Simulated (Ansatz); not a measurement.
# Fe (Cmcm): equation of state

The task here is to estimate one member of a computed series from the others.

Computed with Ansatz 0.2.0 (DFT PBE, scalar-relativistic, plane waves, PAW, unless a step's input says otherwise).

These runs use a low cutoff (300 eV) and a coarse mesh on purpose, to show what cheap settings give: their numbers aren't properties of the material.

**The starting structure**

It takes space group Cmcm (No. 63, orthorhombic). The conventional cell has a = 2.454 Å, b = 4.430 Å, c = 4.016 Å, α = 90.00°, β = 90.00°, γ = 90.00°. Fe (site symmetry m2m) has 12 Fe at 2.45 to 2.53 Å as nearest neighbours.

As a file:

```cif
data_structure
_symmetry_space_group_name_H-M 'P 1'
_symmetry_Int_Tables_number 1
_cell_length_a 2.4542
_cell_length_b 4.0161
_cell_length_c 4.4296
_cell_angle_alpha 90.000
_cell_angle_beta 90.000
_cell_angle_gamma 90.000
_cell_volume 43.66
loop_
_atom_site_label
_atom_site_type_symbol
_atom_site_fract_x
_atom_site_fract_y
_atom_site_fract_z
_atom_site_occupancy
Fe1 Fe 0.00000 0.75000 0.65955 1
Fe2 Fe 0.50000 0.25000 0.84045 1
Fe3 Fe 0.50000 0.75000 0.15955 1
Fe4 Fe 0.00000 0.25000 0.34045 1
```

An earlier run at PBE left this cell at 10.915 Å³/atom and 0.11 GPa (8×4×4 mesh). The large moments point both ways and cancel.

Volume factors to run: 0.980, 1.020, 0.960, 1.040.

The first run:

The input, input.yaml:

```yaml
crystal:
  lattice:
    - [-2.4377286262, 0.0, 0.0]
    - [0.0, 0.0, -3.9891672051]
    - [0.0, -4.3998596243, 0.0]
  atoms:
    - { symbol: Fe, position: [0.0, -0.25, -0.3404542543], spin: 1.57 }
    - { symbol: Fe, position: [-0.5, -0.75, -0.1595461718], spin: -1.57 }
    - { symbol: Fe, position: [0.5, -0.25, 0.1595461718], spin: -1.57 }
    - { symbol: Fe, position: [0.0, -0.75, 0.3404542543], spin: 1.57 }
basis:
  ecutwfc: 300
  ecutrho_ratio: 4
kpoints:
  mp_grid: { grid: [8, 4, 4] }
hamiltonian:
  xc: pbe
scf:
  occupations: { method: gaussian, width: 0.05 }
output:
  forces: true
  stress: true
  eigenvalues: true
  populations: true
magnetization:
  spin_polarized: true
relax:
  f_tol: 0.01
  max_steps: 40
  cell: { stress_tol: 0.1, fix: [volume] }
```

On the command line:

```
> ansatz run input.yaml --threads 1 --pin off --max-ram 2560MiB --backend cpu --events-out ev --progress --plain --runs-dir out
```

Among the steps run: At 0.980 of the relaxed volume; At 1.020 of the relaxed volume; At 0.960 of the relaxed volume; Volume × 1.040.

One of the session's tables, all rows but one given; the rest of the session is left out.

It belongs to the step «The fit». 

```
volume (Å³/atom)  energy (meV/atom)  pressure (GPa)  moment of atom 1 (μB)
          10.478              12.08            9.05                   1.26
          10.697               0.00            3.81                   1.35
          10.915               3.33            0.11                   1.43
          11.133                  ?               ?                      ?
          11.352              12.60           -7.50                   1.60
```

Estimate the missing values for volume (Å³/atom) = 11.133.

Worked estimate for «energy (meV/atom)». A straight line through the neighbours (10.915, 3.33) and (11.352, 12.60) gives 3.33 + (12.60 − 3.33) × (11.133 − 10.915) / (11.352 − 10.915) = 7.95; a parabola fitted to 3 rows on both sides gives 7.52.

The run gave: energy (meV/atom): 6.97; pressure (GPa): -3.79; moment of atom 1 (μB): 1.51. In «energy (meV/atom)» the line misses by +0.98 and the parabola by +0.55.

Limits of these values: Warnings in the runs' records: cutoff below recommended, stability check not made.
